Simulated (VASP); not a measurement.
## VASP 6.6.1 run: ZnS

INCAR

```
ISIF = 2
PREC = Accurate
NELM = 94
NSW = 0
NBANDS = 16
LDAUJ = 0 0
LDAU = .TRUE.
GGA = PE
EDIFF = 1E-7
LCHARG = .FALSE.
ISMEAR = -5
LWAVE = .FALSE.
SIGMA = 0.1
LDAUU = 6.0 0
LREAL = .FALSE.
IBRION = -1
LMAXMIX = 4
LDAUTYPE = 2
LDAUL = 2 -1
ENCUT = 520
LASPH = .TRUE.
```

KPOINTS

```
KPOINTS created by Atomic Simulation Environment
0
Gamma
8 8 8
0 0 0
```

POSCAR

```
Zn S
 1.0000000000000000
     0.0299767323000000    2.6971217055999999    2.6971217055999999
     2.6971217055999999    0.0299767323000000    2.6971217055999999
     2.6971217055999999    2.6971217055999999    0.0299767323000000
 Zn  S
   1   1
Cartesian
  0.0056815009818239  0.0056815009818239  0.0056815009818239
  1.3503735348931765  1.3503735348931765  1.3503735348931762
```

The recommended PBE PAW datasets give the neutral cell 18 valence electrons.

Command

```
mpirun -np 1 vasp_std
```

OSZICAR

```
N       E                     dE             d eps       ncg     rms          rms(c)
DAV:   1     0.942850263819E+02    0.94285E+02   -0.92053E+03  2080   0.138E+03
DAV:   2    -0.221413125305E+00   -0.94506E+02   -0.89444E+02  2384   0.279E+02
DAV:   3    -0.673934986051E+01   -0.65179E+01   -0.64978E+01  2520   0.713E+01
DAV:   4    -0.680257370029E+01   -0.63224E-01   -0.63213E-01  2632   0.748E+00
DAV:   5    -0.680311332146E+01   -0.53962E-03   -0.53961E-03  2536   0.598E-01    0.833E+00
DAV:   6    -0.648585505670E+01    0.31726E+00   -0.51377E-01  3192   0.163E+01    0.609E+00
DAV:   7    -0.646871977173E+01    0.17135E-01   -0.18124E-01  2600   0.335E+00    0.250E+00
DAV:   8    -0.647065229533E+01   -0.19325E-02   -0.78825E-03  2232   0.714E-01    0.564E-01
DAV:   9    -0.647104787958E+01   -0.39558E-03   -0.10413E-03  2608   0.227E-01    0.115E-01
DAV:  10    -0.647111539408E+01   -0.67515E-04   -0.68090E-05  2512   0.699E-02    0.268E-02
DAV:  11    -0.647117280007E+01   -0.57406E-04   -0.61285E-05  2392   0.571E-02    0.140E-02
DAV:  12    -0.647117337873E+01   -0.57866E-06   -0.47561E-06  2736   0.417E-02    0.486E-03
DAV:  13    -0.647117373555E+01   -0.35682E-06   -0.74952E-07  2496   0.103E-02    0.326E-04
DAV:  14    -0.647117374982E+01   -0.14267E-07   -0.41347E-08  2176   0.181E-03
   1 F= -.64711737E+01 E0= -.64711737E+01  d E =0.000000E+00
```

From OUTCAR

```
k-points           NKPTS =     65   k-points in BZ     NKDIM =     65   number of bands    NBANDS=     16

   NELECT =      18.0000    total number of electrons

   dimension x,y,z NGX =    28 NGY =   28 NGZ =   28
   dimension x,y,z NGXF=    56 NGYF=   56 NGZF=   56

  energy-cutoff  :      520.00
  volume of cell :       38.59
      direct lattice vectors                 reciprocal lattice vectors
     0.029976732  2.697121706  2.697121706    -0.188502400  0.186430350  0.186430350
     2.697121706  0.029976732  2.697121706     0.186430350 -0.188502400  0.186430350
     2.697121706  2.697121706  0.029976732     0.186430350  0.186430350 -0.188502400

 k-points in reciprocal lattice and weights: KPOINTS created by Atomic Simulation Env
   0.00000000  0.00000000  0.00000000       0.002
   0.12500000  0.00000000  0.00000000       0.012
   0.25000000  0.00000000  0.00000000       0.012
   0.37500000  0.00000000  0.00000000       0.012
   0.50000000  0.00000000  0.00000000       0.006
   0.12500000  0.12500000  0.00000000       0.012
   0.25000000  0.12500000  0.00000000       0.023
   0.37500000  0.12500000  0.00000000       0.023
   ...

 E-fermi :   2.0444

 k-point     1 :       0.0000    0.0000    0.0000
  band No.  band energies     occupation
      1     -10.9633      2.00000
      2      -6.4691      2.00000
      3      -6.4680      2.00000
      4      -6.4680      2.00000
      5      -6.0342      2.00000
      6      -6.0342      2.00000
      7       1.9050      2.00000
      8       2.0084      2.00000
      9       2.0084      2.00000
     10       4.5805      0.00000
     11       8.6211      0.00000
     12       8.8388      0.00000
     13       8.8388      0.00000
     14      13.5993      0.00000
     15      13.5993      0.00000
     16      14.3481      0.00000

 k-point     2 :       0.1250    0.0000    0.0000
  band No.  band energies     occupation
      1     -10.8532      2.00000
      2      -6.4520      2.00000
      3      -6.4511      2.00000
      4      -6.4332      2.00000
      5      -6.0360      2.00000
      6      -6.0352      2.00000
      7       0.9132      2.00000
      8       1.7851      2.00000
      9       1.8739      2.00000
     10       5.3681      0.00000
     11       8.6791      0.00000
     12       8.9083      0.00000
     13       9.0817      0.00000
     14      13.0016      0.00000
     15      13.0588      0.00000
     16      15.0966      0.00000

 k-point     3 :       0.2500    0.0000    0.0000
  band No.  band energies     occupation
      1     -10.5737      2.00000
      2      -6.4137      2.00000
      3      -6.4125      2.00000
      4      -6.2951      2.00000
      5      -6.0364      2.00000
      6      -6.0334      2.00000
      7      -0.8419      2.00000
      8       1.4972      2.00000
      9       1.5813      2.00000
     10       5.8787      0.00000
     11       9.2081      0.00000
     12       9.3553      0.00000
     13       9.3689      0.00000
     14      12.8059      0.00000
     15      12.9721      0.00000
     16      14.4289      0.00000

 ...

  Total        0.2716082      0.2716082      0.2716082     -0.1239230     -0.1239230     -0.1239230
  in kB       11.2777603     11.2777603     11.2777603     -5.1455528     -5.1455528     -5.1455528
  external PRESSURE =      11.2777603 kB  Pullay stress =       0.0000000 kB

 POSITION                                       TOTAL-FORCE (eV/Angst)
 -----------------------------------------------------------------------------------
      0.00568      0.00568      0.00568        -0.007481     -0.007481     -0.007481
      1.35037      1.35037      1.35037         0.007481      0.007481      0.007481
 -----------------------------------------------------------------------------------
    total drift:                                0.000083      0.000083      0.000083

  FREE ENERGIE OF THE ION-ELECTRON SYSTEM (eV)
  ---------------------------------------------------
  free  energy   TOTEN  =        -6.4711737498 eV

  energy  without entropy=       -6.4711737498  energy(sigma->0) =       -6.47117375
```

It converged. Results: gap between bands v and c on the k mesh 2.57 eV; least direct gap on the k mesh 2.57 eV; pressure 1.1 GPa. Band v is the last that the valence electrons fill when counted band by band, and c is the next.

For comparison, a separate PBE run of the intended cell, on usual settings and not on those above, gives a gap of 2.18 eV on its mesh and a pressure of 3.6 GPa.

The run above took about 29 s on one core of a shared host (Intel Xeon Platinum 8488C) and held 0.18 GiB at most.
